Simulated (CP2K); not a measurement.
PbSe (Clausthalite):

```
CELL_PARAMETERS angstrom
4.32841 0.00000 0.00000
2.16421 3.74852 0.00000
2.16421 1.24951 3.53413
ATOMIC_POSITIONS crystal
Pb 0.00000 0.00000 0.00000
Se 0.50000 0.50000 0.50000
```

Base run:

| Property | Result |
| --- | --- |
| Program | CP2K 2026.2 |
| Functional | PBE |
| Potentials or basis | POTENTIAL_UZH Pb GTH-PBE0-q4, Se GTH-PBE0-q6; DZVP-MOLOPT-SR-GTH basis |
| Density cutoff | 6123 eV |
| k mesh | 8 × 8 × 8 |
| Occupations | fermi-dirac, width 0.05 eV |
| Spin | no spin polarisation |

Its results: band gap on the k mesh 0.23 eV, direct; pressure 2.2 GPa.

Problem. After a change of settings the same cell gave: band gap on the k mesh 0.30 eV, direct; pressure -1.6 GPa. Which change was it?
A. potentials or basis from POTENTIAL_UZH Pb GTH-PBE0-q4, Se GTH-PBE0-q6; DZVP-MOLOPT-SR-GTH basis to GTH_POTENTIALS Pb GTH-PBE-q4, Se GTH-PBE-q6; DZVP-MOLOPT-SR-GTH basis; potentials from Pb GTH-PBE0-q4 of POTENTIAL_UZH, Se GTH-PBE0-q6 of POTENTIAL_UZH to Pb GTH-PBE-q4 of GTH_POTENTIALS, Se GTH-PBE-q6 of GTH_POTENTIALS
B. potentials or basis from POTENTIAL_UZH Pb GTH-PBE0-q4, Se GTH-PBE0-q6; DZVP-MOLOPT-SR-GTH basis to GTH_POTENTIALS Pb GTH-PADE-q4, Se GTH-PADE-q6; DZVP-MOLOPT-SR-GTH basis; potentials from Pb GTH-PBE0-q4 of POTENTIAL_UZH, Se GTH-PBE0-q6 of POTENTIAL_UZH to Pb GTH-PADE-q4 of GTH_POTENTIALS, Se GTH-PADE-q6 of GTH_POTENTIALS
C. potentials or basis from POTENTIAL_UZH Pb GTH-PBE0-q4, Se GTH-PBE0-q6; DZVP-MOLOPT-SR-GTH basis to GTH_POTENTIALS Pb GTH-BLYP-q4, Se GTH-BLYP-q6; DZVP-MOLOPT-SR-GTH basis; potentials from Pb GTH-PBE0-q4 of POTENTIAL_UZH, Se GTH-PBE0-q6 of POTENTIAL_UZH to Pb GTH-BLYP-q4 of GTH_POTENTIALS, Se GTH-BLYP-q6 of GTH_POTENTIALS
D. potentials or basis from POTENTIAL_UZH Pb GTH-PBE0-q4, Se GTH-PBE0-q6; DZVP-MOLOPT-SR-GTH basis to POTENTIAL_UZH Pb GTH-SCAN-q4, Se GTH-SCAN-q6; DZVP-MOLOPT-SR-GTH basis; potentials from Pb GTH-PBE0-q4 of POTENTIAL_UZH, Se GTH-PBE0-q6 of POTENTIAL_UZH to Pb GTH-SCAN-q4 of POTENTIAL_UZH, Se GTH-SCAN-q6 of POTENTIAL_UZH

Solution. B.

Caveats: spin-orbit coupling is left out, which as a rule narrows the gap of such compounds by several tenths of an eV; the basis of atomic orbitals isn't converged, which shifts pressures, moduli and gaps; the potentials were made for another functional, which shifts forces and pressure (some runs).
